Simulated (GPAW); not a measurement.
Pt:

```xyz
1
Lattice="0.0000 1.9609 1.9609 1.9609 0.0000 1.9609 1.9609 1.9609 0.0000" Properties=species:S:1:pos:R:3 pbc="T T T"
Pt    0.0000    0.0000    0.0000
```

```yaml
Program: GPAW 26.7.0
Task: single point
Functional: PBEsol
Potentials_or_basis: PAW data sets generated in the run's folder for this functional
Cutoff: 600 eV
Basis: pw
k_mesh: 12 × 12 × 12
Occupations: fermi-dirac, width 0.05 eV
Spin: no spin polarisation
```

On this cell: pressure -0.9 GPa; band gap on the k mesh none (metal or under the smearing width).

The same run follows on a disturbed copy (cell strained at random at fixed volume):

```xyz
1
Lattice="-0.0133 1.9358 1.9445 1.9710 0.0030 1.9282 2.0009 1.9493 -0.0268" Properties=species:S:1:pos:R:3 pbc="T T T"
Pt    0.0534   -0.0121    0.0125
```

Problem. What does the disturbed cell give?

Solution. The energy (extrapolated to zero smearing) moves by +2.4 meV/atom; pressure -0.8 GPa; band gap on the k mesh none (metal or under the smearing width).

Stress tensor (GPa, compression positive):
```
-1.79 -0.59  1.35
-0.59 -0.35  0.59
 1.35  0.59 -0.30
```
